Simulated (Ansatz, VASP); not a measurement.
**One calculation of Pt, two programs**

File INCAR:

```
  PREC = Accurate
  ENCUT = 520
  EDIFF = 1E-7
  ISMEAR = -1
  SIGMA = 0.1
  LREAL = F
  LASPH = T
  NELM = 80
  ALGO = Normal
  ISIF = 2
  LWAVE = F
  LCHARG = F
  GGA = CA
  NBANDS = 11
```

KPOINTS

```
Automatic mesh
0
Gamma
  16 16 16
```

Contents of POSCAR:

```
Pt
1.0
   -1.5718968268      1.5718968268      1.5718968268
    1.5718968268     -1.5718968268      1.5718968268
    1.5718968268      1.5718968268     -1.5718968268
Pt
1
Direct
    0.0000000000      0.0000000000      0.0000000000
```

Input for Ansatz:

```yaml
crystal:
  lattice:
    - [-1.5718968268, 1.5718968268, 1.5718968268]
    - [1.5718968268, -1.5718968268, 1.5718968268]
    - [1.5718968268, 1.5718968268, -1.5718968268]
  atoms:
    - { symbol: Pt, position: [0.0, 0.0, 0.0] }
hamiltonian:
  xc: lda
  pseudopotentials:
    kind: paw
    azcp:
      Pt: "pseudopotentials/Pt.paw.azcp"
basis:
  ecutwfc: 420
  fft_grid_basis: typed
kpoints:
  mp_grid: { grid: [16, 16, 16], shift: [0, 0, 0] }
magnetization:
  spin_polarized: false
scf:
  occupations: { method: fermi_dirac, width: 0.1 }
  lower_state_search: "off"
output:
  stress: true
  write_density: true
  write_potential: true
  elf: true
  volumetric_format: npy
```

Alike in both runs: task single point; functional LDA; k mesh 16 × 16 × 16; occupations fermi-dirac, width 0.1 eV; no spin polarisation.

|  | VASP | Ansatz |
| --- | --- | --- |
| version | VASP 6.6.1 | Ansatz 0.2.0 |
| potentials or method | VASP PAW LDA potentials, release 64 (Pt) | plane waves (420 eV) with PAW, scalar-relativistic |
| plane-wave cutoff (eV) | 520 | 420 |
| valence electrons in the cell | 10 | 18 |

|  | VASP | Ansatz | Ansatz less VASP |
| --- | --- | --- | --- |
| pressure (GPa) | -9.7 | -10.4 | -0.61 |

The two sets of potentials don't hold the same shells in valence. Ansatz warned: «pseudo_functional_mismatch».

The runs have no spin-orbit coupling, so splittings on Pt are missing.
